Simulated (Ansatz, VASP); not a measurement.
## HfN: VASP beside Ansatz

INCAR

```
ALGO = Normal
EDIFF = 1E-6
ENCUT = 520
GGA = PE
ISIF = 2
ISMEAR = -1
LASPH = True
LCHARG = False
LREAL = False
LWAVE = False
NBANDS = 23
NELM = 100
PREC = Accurate
SIGMA = 0.05
```

Contents of KPOINTS:

```
k-points
0
Gamma
  8 8 4
```

POSCAR

```
HfN
1.0
    3.0699327428      0.0000000000      0.0000000000
   -1.5349663714      2.6586398008      0.0000000000
    0.0000000000      0.0000000000      5.3061906869
Hf N
2 2
Direct
    0.6666666667      0.3333333333      0.7500000000
    0.3333333333      0.6666666667      0.2500000000
    0.0000000000      0.0000000000      0.0000000000
    0.0000000000      0.0000000000      0.5000000000
```

Input for Ansatz:

```yaml
crystal:
  lattice:
    - [3.069932742792568, 0.0, 0.0]
    - [-1.534966371396284, 2.6586398008428174, 0.0]
    - [0.0, 0.0, 5.306190686934975]
  atoms:
    - { symbol: Hf, position: [0.6666666666666666, 0.3333333333333333, 0.75] }
    - { symbol: Hf, position: [0.3333333333333333, 0.6666666666666666, 0.25] }
    - { symbol: "N", position: [0.0, 0.0, 0.0] }
    - { symbol: "N", position: [0.0, 0.0, 0.5] }
basis:
  ecutwfc: 557.833418042754
kpoints:
  mp_grid:
    grid: [8, 8, 4]
hamiltonian:
  xc: pbe
scf:
  convergence:
    dr2_threshold: 1.0e-08
  occupations:
    method: fermi_dirac
    width: 0.05
output:
  stress: true
```

The cell comes from a database or a generator and needn't be the stable form of this composition.

Alike in both runs: task single point; functional PBE; k mesh 8 × 8 × 4; occupations fermi-dirac, width 0.05 eV; no spin polarisation.

|  | VASP | Ansatz |
| --- | --- | --- |
| version | VASP 6.6.1 | Ansatz 0.2.0 |
| potentials or method | VASP PAW PBE potentials, release 64 (Hf_pv, N) | plane waves, PAW |
| plane-wave cutoff (eV) | 520 | 558 |
| valence electrons in the cell | 30 | 62 |

|  | VASP | Ansatz | Ansatz less VASP |
| --- | --- | --- | --- |
| pressure (GPa) | 23.9 | 26.2 | +2.33 |
| largest component of the traceless stress (GPa) | 0.22 | 0.26 | +0.042 |

The two sets of potentials don't hold the same shells in valence. Ansatz warned: «stress_scf_threshold_loose».

Caveats: so large a pressure means that the cell lies far from this level's equilibrium, or that cutoff or potentials fall short (VASP). The runs have no spin-orbit coupling, so splittings on Hf are missing.
